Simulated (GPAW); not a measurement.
Set up this calculation in GPAW 26.7.0, as an ASE script.

| Item | Value |
| --- | --- |
| Task | single point |
| Functional | PBE |
| Potentials or basis | GPAW PAW data sets (gpaw-data 1.2.1) |
| Cutoff | 600 eV |
| Basis | pw |
| k mesh | 9 × 9 × 4 |
| Occupations | fermi-dirac, width 0.05 eV |
| Spin | no spin polarisation |
| Maxiter | 150 |

The structure of MoS2 lies in POSCAR:

```
MoS2
1.0
    3.2274645616      0.0000000000      0.0000000000
   -1.6137322808      2.7950663001      0.0000000000
    0.0000000000      0.0000000000      6.3124734200
Mo S
1 2
Direct
   -0.0059710000     -0.0182670000      0.4992970000
    0.6556410000      0.3222370000      0.7482370000
    0.3338080000      0.6868770000      0.2525640000
```

The cell comes from a database or a generator and needn't be the stable form of this composition.

The cell isn't the ideal one: atoms moved at random, drawn with an rms of 0.05 Å.

One way to write it, as run:

run.py

```python
from ase.dft.bandgap import bandgap
from ase.io import read, write
from ase.units import GPa
from gpaw import GPAW, PW

atoms = read('POSCAR')

calc = GPAW(mode=PW(600),
            xc='PBE',
            kpts={'size': (9, 9, 4), 'gamma': True},
            occupations={'name': 'fermi-dirac', 'width': 0.05},
            nbands=25,
            convergence={'density': 1e-05, 'energy': 1e-05},
            maxiter=150,
            txt='gpaw.txt')
atoms.calc = calc
energy = atoms.get_potential_energy()
forces = atoms.get_forces()
stress = atoms.get_stress()
calc.write('gs.gpw')
write('result.traj', atoms)
print(f'Energy: {energy:.6f} eV')
print('Forces (eV/A):')
print(forces.round(4))
print('Stress (GPa):', (stress / GPa).round(3))
print('Fermi level:', round(calc.get_fermi_level(), 4), 'eV')
print(f'Gap: {bandgap(calc)[0]:.4f} eV, direct: {bandgap(calc, direct=True)[0]:.4f} eV')
```

Potentials or basis: GPAW PAW data sets (gpaw-data 1.2.1), pw.

The run is started by

```bash
$ OMP_NUM_THREADS=1 python run.py
```

It gave:

```json
{
 "Pressure": "-0.3 GPa",
 "Largest force": "0.569 eV/Å",
 "Band gap on the k mesh": "none (metal or under the smearing width)"
}
```

Wall time 2.3 min on 1 thread of Arm Neoverse V1, on a shared host, peak memory 0.34 GiB.
